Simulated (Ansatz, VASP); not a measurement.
## One calculation of Ca, two programs

```xyz
1
Lattice="3.5230 0.0000 0.0000 0.0000 3.5230 0.0000 0.0000 0.0000 3.5230" Properties=species:S:1:pos:R:3 pbc="T T T"
Ca    0.0000    0.0000    0.0000
```

Alike in both runs: task single point; functional BLYP; k mesh 10 × 10 × 10; occupations fermi-dirac, width 0.1 eV; no spin polarisation.

|  | VASP | Ansatz |
| --- | --- | --- |
| version | VASP 6.6.1 | Ansatz 0.2.0 |
| potentials or method | VASP PAW PBE potentials, release 64 (Ca_sv) | plane waves (420 eV) with PAW, scalar-relativistic |
| plane-wave cutoff (eV) | 520 | 420 |
| valence electrons in the cell | 10 | 10 |

```csv
,VASP,Ansatz,Ansatz less VASP
pressure (GPa),0.3,0.3,+0.01
```

With one functional, cell and mesh, what is left measures potentials, basis and numerics.

Caveats: the PAW data sets were made with another functional, which shifts forces and pressure a little (VASP).
